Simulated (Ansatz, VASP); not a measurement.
## W in VASP and in Ansatz

File INCAR:

```
SYSTEM = W
PREC = Accurate
ENCUT = 600
EDIFF = 1E-6
ISMEAR = 0
SIGMA = 0.1
LREAL = .FALSE.
LASPH = .TRUE.
NELM = 100
ALGO = Fast
ISIF = 3
LWAVE = .FALSE.
LCHARG = .FALSE.
GGA = PE
IVDW = 12
IBRION = 2
NSW = 100
EDIFFG = -0.005
```

The input KPOINTS:

```
Automatic mesh
0
G
  18 18 18
  0 0 0
```

File POSCAR:

```
W
1.0
   -1.5823450000      1.5823450000      1.5823450000
    1.5823450000     -1.5823450000      1.5823450000
    1.5823450000      1.5823450000     -1.5823450000
W
1
Direct
    0.0000000000      0.0000000000      0.0000000000
```

Input for Ansatz:

```yaml
crystal:
  lattice:
    - [-1.582345, 1.582345, 1.582345]
    - [1.582345, -1.582345, 1.582345]
    - [1.582345, 1.582345, -1.582345]
  atoms:
    - { symbol: W, position: [0.0, 0.0, 0.0] }
basis:
  ecutwfc: 420
kpoints:
  mp_grid: { grid: [18, 18, 18] }
hamiltonian:
  xc: pbe
  dispersion: d3bj
scf:
  occupations: { method: gaussian, width: 0.1 }
output:
  forces: true
  stress: true
  eigenvalues: true
  write_density: true
  write_potential: true
  elf: true
  volumetric_format: npy
relax:
  adjacent_minimum: "off"
  f_tol: 0.005
  max_steps: 80
  cell: { stress_tol: 0.05 }
```

Alike in both runs: task relaxation of cell and atoms; functional PBE; dispersion D3(BJ); k mesh 18 × 18 × 18; occupations gaussian, width 0.1 eV; no spin polarisation.

```csv
,VASP,Ansatz
version,VASP 6.6.1,Ansatz 0.2.0
potentials or method,"VASP PAW PBE potentials, release 64 (W_sv)","scalar-relativistic, plane waves, PAW"
plane-wave cutoff (eV),600,420
valence electrons in the cell,14,14
```

```tsv
	VASP	Ansatz	Ansatz less VASP
gap on the k mesh at the Fermi level, each at its own relaxed structure (eV)	none	none	-
relaxed volume (Å³/atom)	15.80	15.77	-0.027
relaxed cell length with the largest relative difference (Å)	2.738	2.736	-0.0016
```

A gap of «none» marks a metal or a gap that the smearing closes.

Caveats: pairwise dispersion overbinds metals, which lowers pressure and volume. Spin-orbit coupling is left out, which matters for the levels of W.
